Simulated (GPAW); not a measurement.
# Si (R-3) in GPAW: notebook

One crystal, Si, is run at these levels: r2SCAN, TB-mBJ; tasks: band structure, single point.

All numbers are computed with GPAW 26.7.0; they aren't measurements. Logs are shortened: lines on timing, memory, paths and dates and some standing lists are left out, and cuts for length are marked. The log counts tension as positive stress, the text compression.

### 1 The crystal as given

It takes space group R-3 (No. 148, trigonal). The conventional cell has a = 9.426 Å, b = 9.426 Å, c = 5.652 Å, α = 90.00°, β = 90.00°, γ = 120.00°. Si (site symmetry 1) has 4 Si at 2.34 to 2.38 Å as nearest neighbours. Si (site symmetry 3) is surrounded by 4 Si at 2.38 to 2.41 Å.

This isn't the form of Si at room conditions, which is diamond.

### 2 Band structure, r2SCAN

run.py

```python
from ase import Atoms
from ase.dft.bandgap import bandgap
from ase.io import write
from ase.units import GPa
from gpaw import GPAW, PW

atoms = Atoms(['Si', 'Si', 'Si', 'Si', 'Si', 'Si', 'Si', 'Si'],
              cell=[[4.7132352766, 2.7211876557, 1.8839989006],
                    [-4.7132352766, 2.7211876557, 1.8839989006],
                    [0.0, -5.4423753114, 1.8839989006]],
              scaled_positions=[[0.5187605, 0.01710242, 0.71491061],
                                [0.28715485, 0.28715485, 0.28715485],
                                [0.71491061, 0.5187605, 0.01710242],
                                [0.4812395, 0.98289758, 0.28508939],
                                [0.28508939, 0.4812395, 0.98289758],
                                [0.71284515, 0.71284515, 0.71284515],
                                [0.98289758, 0.28508939, 0.4812395],
                                [0.01710242, 0.71491061, 0.5187605]],
              pbc=True)

calc = GPAW(mode=PW(600),
            xc='MGGA_X_R2SCAN+MGGA_C_R2SCAN',
            kpts={'size': (4, 4, 4), 'gamma': True},
            occupations={'name': 'fermi-dirac', 'width': 0.05},
            nbands=32,
            convergence={'density': 1e-05, 'energy': 1e-05},
            maxiter=150,
            txt='gpaw.txt')
atoms.calc = calc
energy = atoms.get_potential_energy()
forces = atoms.get_forces()
stress = atoms.get_stress()
calc.write('gs.gpw')
write('result.traj', atoms)
print(f'Energy: {energy:.6f} eV')
print('Forces (eV/A):')
print(forces.round(4))
print('Stress (GPa):', (stress / GPa).round(3))
print('Fermi level:', round(calc.get_fermi_level(), 4), 'eV')
print(f'Gap: {bandgap(calc)[0]:.4f} eV, direct: {bandgap(calc, direct=True)[0]:.4f} eV')

path = atoms.cell.bandpath('GPZQGFP1Q1LZ', npoints=60, eps=1e-4)
bs_calc = calc.fixed_density(kpts=path, symmetry='off', nbands=56,
                             convergence={'bands': 'CBM+6.0', 'eigenstates': 1e-6}, txt='bands.txt')
bs = bs_calc.band_structure()
bs.write('bs.json')
print(f'Gap on the path: {bandgap(bs_calc)[0]:.4f} eV')
```

Potentials or basis: GPAW PAW data sets (gpaw-data 1.2.1), pw.

Command:

```
$ OMP_NUM_THREADS=1 python run.py
```

gpaw.txt:

```text
__  _  _
 | _ |_)|_||  |
 |__||  | ||/\| - 26.7.0

Input parameters:
  mode=PW(ecut=600.0),
  convergence={'density': 1e-05, 'energy': 1e-05},
  kpts=MonkhorstPack(size=(4, 4, 4), gamma=True),
  maxiter=150,
  nbands=32,
  occupations=Occupations(name='fermi-dirac', width=0.05),
  xc=XC(name='MGGA_X_R2SCAN+MGGA_C_R2SCAN')

Diagonalizing LCAO Hamiltonian
Converting LCAO to pw mode

             Si  Si
                     Si   Si

        Si   Si
                 Si  Si

Atoms  # Å, Bohr magnetons
|   | symbol |         x |         y |        z |    initial magnetic moments |
|---|--------|-----------|-----------|----------|-----------------------------|
| 0 |     Si |  2.364433 | -2.432628 | 2.356456 | ( 0.0000,  0.0000,  0.0000) |
| 1 |     Si |  0.000000 | -0.000000 | 1.622998 | ( 0.0000,  0.0000,  0.0000) |
| 2 |     Si |  0.924502 |  3.263973 | 2.356456 | ( 0.0000,  0.0000,  0.0000) |
| 3 |     Si | -2.364433 |  2.432628 | 3.295541 | ( 0.0000,  0.0000,  0.0000) |
| 4 |     Si | -0.924502 | -3.263973 | 3.295541 | ( 0.0000,  0.0000,  0.0000) |
| 5 |     Si |  0.000000 |  0.000000 | 4.028998 | ( 0.0000,  0.0000,  0.0000) |
| 6 |     Si |  3.288934 |  0.831345 | 3.295541 | ( 0.0000,  0.0000,  0.0000) |
| 7 |     Si | -3.288934 | -0.831345 | 2.356456 | ( 0.0000,  0.0000,  0.0000) |

Unit cell  # Å
| periodic |         x |         y |        z |  lengths |     angles |
|----------|-----------|-----------|----------|----------|------------|
|      yes |  4.713235 |  2.721188 | 1.883999 | 5.759245 | 109.845369 |
|      yes | -4.713235 |  2.721188 | 1.883999 | 5.759245 | 109.845369 |
|      yes |  0.000000 | -5.442375 | 1.883999 | 5.759245 | 109.845369 |

Number of symmetries: 6
Symmetry operations  # r_c * U_cc + t_c -> r_c
|   | kind |            matrix            |
|---|------|------------------------------|
| 0 |  E   |  1, 0, 0,  0, 1, 0,  0, 0, 1 |
| 1 |  C3  |  0, 1, 0,  0, 0, 1,  1, 0, 0 |
| 2 |  C3  |  0, 0, 1,  1, 0, 0,  0, 1, 0 |
| 3 |  S6  |  0, 0,-1, -1, 0, 0,  0,-1, 0 |
| 4 |  S6  |  0,-1, 0,  0, 0,-1, -1, 0, 0 |
| 5 |  i   | -1, 0, 0,  0,-1, 0,  0, 0,-1 |

BZ-sampling:
  Number of BZ points: 64
  Number of IBZ points: 14

  Monkhorst-Pack size: [4, 4, 4]
  Monkhorst-Pack shift: [0.125, 0.125, 0.125]

K-points  # in reciprocal-cell coordinates
|     |                                coordinates |     weight |
|-----|--------------------------------------------|------------|
|   0 | (  0.00000000,   0.00000000,   0.00000000) | 0.01562500 |
|   1 | (  0.25000000,   0.00000000,  -0.25000000) | 0.09375000 |
|   2 | (  0.25000000,   0.00000000,   0.00000000) | 0.09375000 |
|   3 | (  0.25000000,   0.25000000,  -0.25000000) | 0.09375000 |
|   4 | (  0.25000000,   0.25000000,   0.00000000) | 0.09375000 |
|   5 | (  0.25000000,   0.25000000,   0.25000000) | 0.03125000 |
|   6 | (  0.50000000,   0.00000000,   0.00000000) | 0.04687500 |
|   7 | (  0.50000000,   0.00000000,   0.25000000) | 0.09375000 |
|   8 | (  0.50000000,   0.25000000,  -0.25000000) | 0.09375000 |
|   9 | (  0.50000000,   0.25000000,   0.00000000) | 0.09375000 |
| ... |                                            |            |
|  13 | (  0.50000000,   0.50000000,   0.50000000) | 0.01562500 |

Plane wave coefficients: 4859
Cutoff: 600.0 eV

Spin-components: 1 (collinear spins)
Bands:           32
Projectors:      40
Spin-degeneracy: 2
Datatype:        complex128

Parallelization:
  kpt:    1
  domain: 1
  band:   1

Density:
  Valence electrons: 32.0
  Components: 1
  Grid points: [35 35 35]
  Charge: 0.0  # |e|

Potential:
  Grid points: [35 35 35]

species:
  Si:
    name:    Silicon
    Z:       14.0
    valence: 4
    core:    10
    charge:  0.0  # [|e|]
    compensation charges:
      type: gauss
      rc: 0.33  # [Å]
      lmax: 2
    cutoffs:
      filter: 1.86  # [Å]
      core: 2.06  # [Å]
    projectors
    | kind |    occ | energy [eV] | rcut [Å] |
    |------|--------|-------------|----------|
    |   3s |  2.000 |     -10.812 |    1.058 |
    |   3p |  2.000 |      -4.081 |    1.058 |
    |    s |        |      16.399 |    1.058 |
    |    p |        |      23.130 |    1.058 |
    |    d |        |       0.000 |    1.058 |

    Using partial waves for Si as LCAO basis

Reference energy: -63090.754002  # eV

eigensolver:
  PPCG
  Converge bands: occupied
  niter=2

density mixing:
  MSR1-Mixer
  Pratt-step length: 0.05
  Maximum mixing coefficient: 0.75
  Old densities: 10
  SVD Regularization: 0.005
  Good broyden scale: 1.0
  Trust region scale: 1.0
  Backstep threshold: 4.0
  History deletion threshold: 6.0
  Fourier metric: weight=20.0, sigma=0.015

occupation numbers:
  Fermi-Dirac:
    width: 0.0500  # eV

poisson solver:
  ecut: 4800.0  # eV

xc functional:
  name: MGGA_X_R2SCAN+MGGA_C_R2SCAN with 2 nearest neighbor stencil

convergence criteria:
[... 6 lines left out ...]
|iter     | |      energy | eigst |  dens |
|---------|-|-------------|-------|-------|
|iter:   1| |  -71.458143 | -0.12 |       |
|iter:   2| |  -67.614773 | -1.49 | -0.86 |
|iter:   3| |  -67.491775 | -1.56 | -0.86 |
|iter:   4| |  -67.634295 | -2.04 | -1.32 |
|iter:   5| |  -67.625037 | -3.60 | -1.88 |
|iter:   6| |  -67.624973 | -4.43 | -2.23 |
|iter:   7| |  -67.625084c| -5.60 | -2.92 |
|iter:   8| |  -67.625081c| -6.85 | -3.46 |
|iter:   9| |  -67.625078c| -7.10 | -3.93 |
|iter:  10| |  -67.625077c| -7.76c| -4.62 |
|iter:  11| |  -67.625077c| -8.00c| -5.04c|

Converged in 11 steps
Energy contributions relative to reference atoms: (reference = -63090.754002)

Energy contributions:
  Kinetic:          34.497291
  Coulomb:         -26.975954
  Zero:             -0.173227
  External:          0.000000
  Xc:              -74.970559
  Entropy:          -0.005257
  Spinorbit:         0.000000
  ----------------------------
  Free energy:     -67.627706
  Extrapolated:    -67.625077

dipole moment: (0.000000, -0.000000, -0.000031)  # |e|*Ang

Fermi level: 6.602
Eigenvalues  # (at kpt = [0.000, 0.000, 0.000])
| band index |      eig [eV] | occ [0-2] |
|------------|---------------|-----------|
|          0 |        -6.836 |     2.000 |
|        ... |               |           |
|          8 |         1.440 |     2.000 |
|          9 |         1.440 |     2.000 |
|         10 |         2.035 |     2.000 |
|         11 |         2.354 |     2.000 |
|         12 |         2.354 |     2.000 |
|         13 |         5.066 |     2.000 |
[... 8 lines left out ...]
|         22 |        11.690 |     0.000 |
|         23 |        11.691 |     0.000 |
|        ... |               |           |
|         31 |        14.844 |     0.000 |

No gap
No difference between direct/indirect transitions

Forces  # eV/Ang
|        x |        y |        z |
|----------|----------|----------|
|  0.00632 | -0.03481 |  0.00793 |  # Si   0
|  0.00000 | -0.00000 |  0.01807 |  # Si   1
|  0.02698 |  0.02288 |  0.00793 |  # Si   2
| -0.00632 |  0.03481 | -0.00793 |  # Si   3
| -0.02698 | -0.02288 | -0.00793 |  # Si   4
|  0.00000 |  0.00000 | -0.01807 |  # Si   5
|  0.03331 | -0.01193 | -0.00793 |  # Si   6
| -0.03331 |  0.01193 |  0.00793 |  # Si   7

Stress tensor  # eV/Ang^3
|         x |         y |         z |
|-----------|-----------|-----------|
| -0.002610 |  0.000000 | -0.000000 |
|  0.000000 | -0.002610 | -0.000000 |
| -0.000000 |  0.000000 | -0.006173 |

# Writing to gs.gpw (mode='')
```

It took 11 min on 1 thread of Arm Neoverse V2, shared host; peak memory 0.65 GiB.

Results:

```yaml
Free_energy: -67.6277 eV
Pressure: 0.6 GPa
Largest_force: 0.036 eV/Å
Band_gap_along_the_path: none (metal or under the smearing width)
```

Forces in eV/Å, atoms in the order of the input:
```
Si   0.006 -0.035  0.008
Si   0.000  0.000  0.018
Si   0.027  0.023  0.008
Si  -0.006  0.035 -0.008
Si  -0.027 -0.023 -0.008
Si   0.000  0.000 -0.018
Si   0.033 -0.012 -0.008
Si  -0.033  0.012  0.008
```

Stress tensor (GPa, compression positive):
```
0.42 0.00 0.00
0.00 0.42 0.00
0.00 0.00 0.99
```

Levels at the corners of the path, in eV from the Fermi level:
```tsv
point	band 13	band 14	band 15	band 16	band 17	band 18	band 19	band 20
Γ	-4.25	-1.54	-1.54	-0.98	1.92	2.18	2.18	4.22
P	-2.28	-1.79	-1.10	-1.10	0.14	1.51	1.51	2.60
Z	-2.53	-2.15	0.02	0.02	1.77	2.58	2.92	2.92
Q	-3.37	-2.61	-2.61	-2.34	1.67	2.02	2.02	2.98
Γ	-4.25	-1.54	-1.54	-0.98	1.92	2.18	2.18	4.22
F	-2.51	-2.04	-1.85	-1.40	0.54	1.02	1.48	2.24
P1	-2.28	-1.79	-1.10	-1.10	0.14	1.51	1.51	2.60
Q1	-3.37	-2.61	-2.61	-2.34	1.67	2.02	2.02	2.98
L	-2.03	-1.87	-1.57	-1.23	0.02	1.06	2.19	2.33
Z	-2.53	-2.15	0.02	0.02	1.77	2.58	2.92	2.92
```

Caveat: the PAW data sets were made with another functional, which shifts forces and pressure a little.

### 3 Single point, TB-mBJ

run.py, as its differences from that of step 2:

```diff
@@ -3,3 +3,2 @@
 from ase.io import write
-from ase.units import GPa
 from gpaw import GPAW, PW
@@ -21,3 +20,3 @@
 calc = GPAW(mode=PW(600),
-            xc='MGGA_X_R2SCAN+MGGA_C_R2SCAN',
+            xc='TB09',
             kpts={'size': (4, 4, 4), 'gamma': True},
@@ -26,2 +25,3 @@
             convergence={'density': 1e-05, 'energy': 1e-05},
+            eigensolver='cg',
             maxiter=150,
@@ -30,18 +30,5 @@
 energy = atoms.get_potential_energy()
-forces = atoms.get_forces()
-stress = atoms.get_stress()
 calc.write('gs.gpw')
 write('result.traj', atoms)
-print(f'Energy: {energy:.6f} eV')
-print('Forces (eV/A):')
-print(forces.round(4))
-print('Stress (GPa):', (stress / GPa).round(3))
 print('Fermi level:', round(calc.get_fermi_level(), 4), 'eV')
 print(f'Gap: {bandgap(calc)[0]:.4f} eV, direct: {bandgap(calc, direct=True)[0]:.4f} eV')
-
-path = atoms.cell.bandpath('GPZQGFP1Q1LZ', npoints=60, eps=1e-4)
-bs_calc = calc.fixed_density(kpts=path, symmetry='off', nbands=56,
-                             convergence={'bands': 'CBM+6.0', 'eigenstates': 1e-6}, txt='bands.txt')
-bs = bs_calc.band_structure()
-bs.write('bs.json')
-print(f'Gap on the path: {bandgap(bs_calc)[0]:.4f} eV')
```

Potentials or basis: GPAW PAW data sets for LDA (gpaw-data 1.2.1), pw.

Command:

```
$ OMP_NUM_THREADS=1 python run.py
```

Run time: 2.5 min. Hardware: 1 thread of Arm Neoverse V2, shared host; peak memory 0.3 GiB.

It converged, with:

- Band gap on the k mesh: 0.25 eV, indirect (least direct gap 1.39 eV)

Levels at points of the mesh, in eV from the valence-band top:
```tsv
k point	band 14	band 15	band 16	band 17	band 18	band 19
(0.00, 0.00, 0.00)	-1.46	-1.46	-0.85	2.02	2.23	2.23
(0.50, 0.00, 0.00)	-1.76	-1.43	-1.15	0.25	1.20	2.24
(0.50, 0.50, 0.00)	-1.90	-1.67	-1.28	0.70	1.13	1.60
(0.50, 0.50, 0.50)	-1.95	0.00	0.00	1.83	2.57	2.86
```

Caveat: a model potential gives levels but no total energy; the PAW data sets were made with another functional, which shifts forces and pressure a little.
